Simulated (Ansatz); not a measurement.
# Au under changes of volume

One of the cells (19.549 Å³/atom); the others are scaled copies at fixed shape and fractional positions:

```
CELL_PARAMETERS angstrom
2.81549 0.00000 0.00000
-0.01296 2.82018 0.00000
-1.13789 -1.18541 4.92401
ATOMIC_POSITIONS crystal
Au 0.67286 0.66596 0.27405
Au 0.32714 0.33404 0.72594
```

This isn't the form of Au at room conditions, which is fcc.

* Program: Ansatz 0.2.0
* Functional: LDA
* Potentials or basis: all-electron LAPW, scalar-relativistic
* Cutoff: 280 eV (chosen from the basis error)
* Basis error allowed: 0.001 eV/atom
* k mesh: 10 × 10 × 6
* Occupations: fermi-dirac, width 0.05 eV
* Spin: no spin polarisation

```tsv
volume (Å³/atom)	energy over the lowest point (meV/atom)	pressure (GPa)	largest force (eV/Å)
18.376	0.00	-4.5	0.089
18.767	14.56	-7.3	0.110
19.158	35.55	-9.8	0.131
19.549	62.01	-11.8	0.152
19.940	?	?	?
20.331	128.23	-15.1	0.186
20.722	166.70	-16.4	0.200
```

What does the run at 19.940 Å³/atom give?

Energy over the lowest point 93.13 meV/atom; pressure -13.6 GPa; largest force 0.170 eV/Å.

Worked out: A Birch-Murnaghan fit of order 3 (a polynomial in V^(-2/3)) to the other rows has its minimum at 17.85 Å³/atom, just outside them, with B0 = V·E''(V) = 171 GPa and B' = 5.9 at fixed shape and positions, which overstates the stiffness. It gives 93.14 meV/atom at 19.940 Å³/atom, against the run's 93.13, and -dE/dV = -13.6 GPa, against -13.6.

Energies are extrapolated to zero smearing.
